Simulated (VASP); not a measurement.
**SiC (rocksalt): a PBEsol single-point calculation in VASP**

INCAR

```
ISIF = 2
EDIFF = 1E-7
GGA = PS
ENCUT = 520
SIGMA = 0.02
LWAVE = .FALSE.
PREC = Accurate
NELM = 120
NBANDS = 11
LREAL = .FALSE.
ISMEAR = -1
IBRION = -1
LCHARG = .FALSE.
NSW = 0
LASPH = .TRUE.
```

KPOINTS

```
KPOINTS created by Atomic Simulation Environment
0
Gamma
10 10 10
0 0 0
```

KPOINTS_OPT

```
special points
7
Reciprocal
0.0000000000 0.0000000000 0.0000000000 1
0.5000000000 0.0000000000 0.5000000000 1
0.5000000000 0.2500000000 0.7500000000 1
0.3750000000 0.3750000000 0.7500000000 1
0.5000000000 0.5000000000 0.5000000000 1
0.6250000000 0.2500000000 0.6250000000 1
0.0000000000 0.1000000000 -0.1000000000 1
```

POSCAR

```
Si C
 1.0000000000000000
    -0.0000000000000000    2.0138689652489350    2.0138689652489350
     2.0138689652489350    0.0000000000000000    2.0138689652489350
     2.0138689652489350    2.0138689652489350   -0.0000000000000000
 Si  C
   1   1
Cartesian
  0.0000000000000000  0.0000000000000000  0.0000000000000000
  2.0138689652489346  2.0138689652489346  2.0138689652489346
```

VASP ran with the recommended PBE PAW datasets (8 valence electrons in the cell).

Command

```
mpirun -np 1 vasp_std
```

OSZICAR

```
N       E                     dE             d eps       ncg     rms          rms(c)
DAV:   1     0.134537165003E+01    0.13454E+01   -0.39721E+03  1109   0.617E+02
DAV:   2    -0.155528076042E+02   -0.16898E+02   -0.16058E+02  1303   0.108E+02
DAV:   3    -0.159723992113E+02   -0.41959E+00   -0.41890E+00  1253   0.129E+01
DAV:   4    -0.159732480101E+02   -0.84880E-03   -0.84875E-03  1148   0.721E-01
DAV:   5    -0.159732500734E+02   -0.20633E-05   -0.20630E-05  1215   0.325E-02    0.832E+00
DAV:   6    -0.146410403831E+02    0.13322E+01   -0.43906E+00  1109   0.957E+00    0.368E+00
DAV:   7    -0.146064115798E+02    0.34629E-01   -0.32654E-01  1178   0.323E+00    0.146E+00
DAV:   8    -0.146021547083E+02    0.42569E-02   -0.71204E-03  1091   0.559E-01    0.310E-01
DAV:   9    -0.146016906519E+02    0.46406E-03   -0.12433E-03  1102   0.183E-01    0.126E-01
DAV:  10    -0.146016927920E+02   -0.21401E-05   -0.42465E-05  1132   0.459E-02    0.224E-02
DAV:  11    -0.146016930448E+02   -0.25283E-06   -0.15139E-06  1198   0.111E-02    0.162E-03
DAV:  12    -0.146016928500E+02    0.19483E-06   -0.98868E-08   627   0.148E-03    0.521E-04
DAV:  13    -0.146016928064E+02    0.43541E-07   -0.11866E-08   571   0.605E-04
   1 F= -.14601693E+02 E0= -.14601390E+02  d E =-.604647E-03
       N       E                     dE             ncg
DAV:   1     0.971695677390E+03   -0.14146E+04      162
DAV:   2     0.833177045927E+03   -0.13852E+03      197
DAV:   3     0.828729607777E+03   -0.44474E+01      189
DAV:   4     0.828716166223E+03   -0.13442E-01      188
DAV:   5     0.828716146331E+03   -0.19892E-04      181
DAV:   6     0.828716146247E+03   -0.83782E-07      194
```

From OUTCAR

```
k-points           NKPTS =     47   k-points in BZ     NKDIM =     47   number of bands    NBANDS=     11

   NELECT =       8.0000    total number of electrons

   dimension x,y,z NGX =    24 NGY =   24 NGZ =   24
   dimension x,y,z NGXF=    48 NGYF=   48 NGZF=   48

  energy-cutoff  :      520.00
  volume of cell :       16.34
      direct lattice vectors                 reciprocal lattice vectors
     0.000000000  2.013868965  2.013868965    -0.248278318  0.248278318  0.248278318
     2.013868965  0.000000000  2.013868965     0.248278318 -0.248278318  0.248278318
     2.013868965  2.013868965  0.000000000     0.248278318  0.248278318 -0.248278318

 k-points in reciprocal lattice and weights: KPOINTS created by Atomic Simulation Env
   0.00000000  0.00000000  0.00000000       0.001
   0.10000000  0.00000000  0.00000000       0.008
   0.20000000  0.00000000  0.00000000       0.008
   0.30000000  0.00000000  0.00000000       0.008
   0.40000000  0.00000000  0.00000000       0.008
   0.50000000  0.00000000  0.00000000       0.004
   0.10000000  0.10000000  0.00000000       0.006
   0.20000000  0.10000000  0.00000000       0.024
   ...

 E-fermi :  12.6002

 k-point     1 :       0.0000    0.0000    0.0000
  band No.  band energies     occupation
      1      -6.0652      2.00000
      2      12.6093      0.77607
      3      12.6093      0.77607
      4      12.6093      0.77606
      5      20.3952      0.00000
      6      21.4685      0.00000
      7      21.4685      0.00000
      8      21.4685      0.00000
      9      25.4541      0.00000
     10      25.4541      0.00000
     11      25.4541      0.00000

 k-point     2 :       0.1000    0.0000    0.0000
  band No.  band energies     occupation
      1      -5.8192      2.00000
      2      11.3185      2.00000
      3      12.4553      1.99858
      4      12.4553      1.99858
      5      20.4221      0.00000
      6      21.5719      0.00000
      7      21.8212      0.00000
      8      21.8212      0.00000
      9      23.5362      0.00000
     10      23.5362      0.00000
     11      25.2251      0.00000

 k-point     3 :       0.2000    0.0000    0.0000
  band No.  band energies     occupation
      1      -5.0854      2.00000
      2       8.5755      2.00000
      3      12.1150      2.00000
      4      12.1150      2.00000
      5      19.5915      0.00000
      6      20.7823      0.00000
      7      20.7823      0.00000
      8      22.9323      0.00000
      9      24.0065      0.00000
     10      24.0065      0.00000
     11      24.6612      0.00000

 k-point     4 :       0.3000    0.0000    0.0000
  band No.  band energies     occupation
      1      -3.8787      2.00000
      2       5.5586      2.00000
      3      11.7865      2.00000
      4      11.7865      2.00000
      5      18.9730      0.00000
      6      19.2320      0.00000
      7      19.2320      0.00000
      8      23.1373      0.00000
      9      25.3865      0.00000
     10      26.2587      0.00000
     11      26.2587      0.00000

 k-point     5 :       0.4000    0.0000    0.0000
  band No.  band energies     occupation
      1      -2.2486      2.00000
      2       2.7477      2.00000
      3      11.5762      2.00000
      4      11.5762      2.00000
      5      18.2287      0.00000
      6      18.2287      0.00000
      7      18.6569      0.00000
      8      22.5680      0.00000
      9      26.8435      0.00000
     10      28.9226      0.00000
     11      28.9226      0.00000

 k-point     6 :       0.5000    0.0000    0.0000
  band No.  band energies     occupation
      1      -0.7994      2.00000
      2       0.8929      2.00000
      3      11.5069      2.00000
      4      11.5069      2.00000
      5      17.8837      0.00000
      6      17.8837      0.00000
      7      18.5662      0.00000
      8      22.3289      0.00000
      9      27.5014      0.00000
     10      30.5642      0.00000
     11      30.5642      0.00000

 k-point     7 :       0.1000    0.1000    0.0000
  band No.  band energies     occupation
      1      -5.7373      2.00000
      2      11.9008      2.00000
      3      11.9008      2.00000
      4      11.9132      2.00000
      5      20.0960      0.00000
      6      20.7814      0.00000
      7      21.7118      0.00000
      8      22.4981      0.00000
      9      22.4981      0.00000
     10      25.9997      0.00000
     11      25.9997      0.00000

 k-point     8 :       0.2000    0.1000    0.0000
  band No.  band energies     occupation
      1      -5.1666      2.00000
      2       9.6175      2.00000
      3      11.3159      2.00000
      4      11.9745      2.00000
      5      19.0604      0.00000
      6      19.7509      0.00000
      7      21.6227      0.00000
      8      22.6862      0.00000
      9      23.8909      0.00000
     10      25.5104      0.00000
     11      26.1162      0.00000

 k-point     9 :       0.3000    0.1000    0.0000
  band No.  band energies     occupation
      1      -4.1177      2.00000
      2       6.7059      2.00000
      3      10.9142      2.00000
      4      11.5673      2.00000
      5      17.6467      0.00000
      6      19.7923      0.00000
      7      21.1879      0.00000
      8      22.5192      0.00000
      9      24.5867      0.00000
     10      26.7223      0.00000
     11      27.3230      0.00000

 k-point    10 :       0.4000    0.1000    0.0000
  band No.  band energies     occupation
      1      -2.6233      2.00000
      2       3.8306      2.00000
      3      10.7929      2.00000
      4      10.9755      2.00000
      5      16.8826      0.00000
      6      19.6730      0.00000
      7      19.7693      0.00000
      8      24.1013      0.00000
      9      24.5885      0.00000
     10      28.3077      0.00000
     11      29.7350      0.00000

 k-point    11 :       0.5000    0.1000    0.0000
  band No.  band energies     occupation
      1      -0.8925      2.00000
      2       1.4395      2.00000
      3      10.4252      2.00000
      4      10.9695      2.00000
      5      16.8080      0.00000
      6      18.8096      0.00000
      7      19.5679      0.00000
      8      23.8988      0.00000
      9      26.5653      0.00000
     10      29.4235      0.00000
     11      30.7932      0.00000

 k-point    12 :      -0.4000    0.1000    0.0000
  band No.  band energies     occupation
      1      -1.4465      2.00000
      2       2.1279      2.00000
      3      10.0711      2.00000
      4      11.3980      2.00000
      5      17.3567      0.00000
      6      18.4030      0.00000
      7      19.5707      0.00000
      8      24.0250      0.00000
      9      26.6984      0.00000
     10      28.6533      0.00000
     11      30.0839      0.00000

 k-point    13 :      -0.3000    0.1000    0.0000
  band No.  band energies     occupation
      1      -3.1669      2.00000
      2       4.7631      2.00000
      3      10.0092      2.00000
      4      11.9624      2.00000
      5      18.4367      0.00000
      6      18.6269      0.00000
      7      19.7554      0.00000
      8      24.0603      0.00000
      9      25.5439      0.00000
     10      25.8452      0.00000
     11      29.2697      0.00000

 k-point    14 :      -0.2000    0.1000    0.0000
  band No.  band energies     occupation
      1      -4.5192      2.00000
      2       7.6843      2.00000
      3      10.2900      2.00000
      4      12.4715      1.99679
      5      19.5491      0.00000
      6      19.8846      0.00000
      7      20.2377      0.00000
      8      22.5734      0.00000
      9      23.5446      0.00000
     10      25.8401      0.00000
     11      27.2186      0.00000

 k-point    15 :      -0.1000    0.1000    0.0000
  band No.  band energies     occupation
      1      -5.4107      2.00000
      2      10.2472      2.00000
      3      11.0928      2.00000
      4      12.6873      0.02535
      5      20.7419      0.00000
      6      20.9989      0.00000
      7      21.1563      0.00000
      8      21.7767      0.00000
      9      22.1814      0.00000
     10      24.9866      0.00000
     11      26.0849      0.00000

 k-point    16 :       0.2000    0.2000    0.0000
  band No.  band energies     occupation
      1      -4.7611      2.00000
      2      10.2432      2.00000
      3      10.5261      2.00000
      4      10.5261      2.00000
      5      16.9990      0.00000
      6      17.9923      0.00000
      7      23.1235      0.00000
      8      24.3382      0.00000
      9      24.3382      0.00000
     10      27.8574      0.00000
     11      28.0626      0.00000

 ...

  Total        0.1710846      0.1710846      0.1710846     -0.0000000     -0.0000000     -0.0000000
  in kB       16.7802269     16.7802269     16.7802269     -0.0000000     -0.0000000     -0.0000000
  external PRESSURE =      16.7802269 kB  Pullay stress =       0.0000000 kB

 POSITION                                       TOTAL-FORCE (eV/Angst)
 -----------------------------------------------------------------------------------
      0.00000      0.00000      0.00000         0.000000      0.000000      0.000000
      2.01387      2.01387      2.01387        -0.000000     -0.000000     -0.000000
 -----------------------------------------------------------------------------------
    total drift:                               -0.000000     -0.000000      0.000000

  FREE ENERGIE OF THE ION-ELECTRON SYSTEM (eV)
  ---------------------------------------------------
  free  energy   TOTEN  =       -14.6016928064 eV

  energy  without entropy=      -14.6010881596  energy(sigma->0) =      -14.60139048
```

```json
{
 "gap between bands v and c": "-0.92 eV (bands overlap: a metal)",
 "least direct gap": "3.56 eV",
 "pressure": "1.7 GPa"
}
```

Band v is the last that the valence electrons fill when counted band by band, and c is the next.

The run took about 14 s on one core of a shared host (Intel Xeon Platinum 8488C) and held 0.13 GiB at most.
